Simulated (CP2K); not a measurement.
Cl:

```
Cl
1.0
     3.86698    0.00000    0.00000
     1.24866    3.65983    0.00000
     0.00000    0.00000    8.21000
Cl
4
Direct
  0.37000 0.63000 0.40000
  0.13000 0.87000 0.90000
  0.63000 0.37000 0.60000
  0.87000 0.13000 0.10000
```

Base run:

- Program: CP2K 2026.2
- Functional: BEEF-vdW
- Potentials or basis: POTENTIAL_UZH Cl GTH-PBE-q7; TZVP-MOLOPT-PBE-GTH basis
- Density cutoff: 9184 eV
- k mesh: 7 × 7 × 4
- Occupations: fermi-dirac, width 0.05 eV
- Spin: no spin polarisation

Its results: band gap on the k mesh 2.48 eV, indirect (least direct gap 2.53 eV); pressure 1.4 GPa; largest force 0.302 eV/Å.

Question: After a change of settings the same cell gave: band gap on the k mesh 2.26 eV, indirect (least direct gap 2.31 eV); pressure -1.6 GPa; largest force 0.324 eV/Å. Which change was it?
A. functional from BEEF-vdW to rev-vdW-DF2
B. functional from BEEF-vdW to LDA
C. functional from BEEF-vdW to PBE
D. functional from BEEF-vdW to PW91

Answer: B.

Caveats: the potentials were made for another functional, which shifts forces and pressure; an odd mesh through Γ misses points on the zone boundary, where band edges often lie; the basis of atomic orbitals isn't converged, which shifts pressures, moduli and gaps.

Not every run made on this cell is shown here.
